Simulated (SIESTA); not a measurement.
BeTe under changes of volume

One of the cells (21.254 Å³/atom); the others are scaled copies at fixed shape and fractional positions:

```
Te Be
1.0
     0.00000    2.77000    2.77000
     2.77000    0.00000    2.77000
     2.77000    2.77000    0.00000
Te Be
1 1
Direct
  0.75000 0.75000 0.75000
  0.00000 0.00000 0.00000
```

| Quantity | Value |
| --- | --- |
| Program | SIESTA 5.4.2 |
| Functional | PBEsol |
| Potentials or basis | PseudoDojo 0.4 standard (PBEsol files) |
| Basis | DZP (energy shift 0.003 Ry; two zetas on semicore shells) |
| Grid cutoff | 800 Ry |
| Energy shift | 0.003 Ry |
| k mesh | 8 × 8 × 8 |
| Occupations | fermi-dirac, width 0.05 eV |
| Spin | no spin polarisation |

```tsv
volume (Å³/atom)	energy over the lowest point (meV/atom)	pressure (GPa)	gap on the mesh (eV)
19.979	47.70	8.0	1.69
20.404	?	?	?
20.829	15.46	4.1	1.78
21.254	6.79	2.5	1.83
21.679	1.75	1.3	1.87
22.104	0.00	0.0	1.92
22.529	1.69	-1.3	1.96
```

Task: What does the run at 20.404 Å³/atom give?

Result: Energy over the lowest point 28.60 meV/atom; pressure 6.3 GPa; gap on the mesh 1.74 eV.

Worked out: A Birch-Murnaghan fit of order 3 (a polynomial in V^(-2/3)) to the other rows has its minimum at 22.10 Å³/atom with B0 = V·E''(V) = 59 GPa and B' = 6.3. It gives 29.03 meV/atom at 20.404 Å³/atom, against the run's 28.60, and -dE/dV = 6.0 GPa, against 6.3. A straight line through the other rows of the gap, of slope 2.26 eV per unit of ln V, gives 1.74 eV, against the run's 1.74.

Energies are extrapolated to zero smearing.

Caveats: short orbitals over semicore shells can move pressures by several GPa; spin-orbit coupling is left out, which moves the levels of the heavy elements; the basis of atomic orbitals isn't converged, which shifts pressures, moduli and gaps.

A mesh can miss the band edges.
